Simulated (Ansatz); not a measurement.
ZnS, h-MgO type (no longer in that coordination), relaxed with r2SCAN in the plane-wave code Ansatz: space group P6_3/mmc (No. 194), hexagonal; conventional cell a = 3.946 Å, c = 5.880 Å, 19.83 Å³ an atom. Zn has 3 S at 2.28 Å; S has 3 Zn at 2.28 Å. The primitive cell holds 4 atoms in 79.31 Å³. Spin-unpolarised throughout. Whether this structure exists isn't addressed.

Computed values: PBE gives a gap of 1.44 eV and PBE0 (25 % exact exchange) 3.33 eV; one over PBE's mean ε∞ is 0.157. r2SCAN gives 1.95 eV and r2SCAN0 (25 %) 3.66 eV. HSE06 (6×6×4) gives a least gap of 2.64 eV, direct.

Question: Taking the gap as linear in the share of unscreened exchange, estimate the gap of the hybrid whose share is 1/ε∞.

Answer: The slope is (3.33 − 1.44)/0.25 = 7.56 eV per unit share, so E_g ≈ 1.44 + 7.56 × 0.157 = 2.63 eV. The run with that share gives 2.62 eV (6×6×4 mesh), -0.01 eV from the straight line.

Question: Interpolate to r2SCANh, with 10 % exact exchange.

Answer: 1.95 + (3.66 − 1.95) × 0.10/0.25 = 2.63 eV; the run gives 2.63 eV (0.00 eV against the interpolation).

Question: At what wavelength does absorption set in by HSE06, excitons left aside?

Answer: λ = 1239.84 eV nm/E: 470 nm for the least gap. The direct edge lies in the visible range.

The meshes of the hybrids are coarse, so their gaps aren't converged to the digits shown.
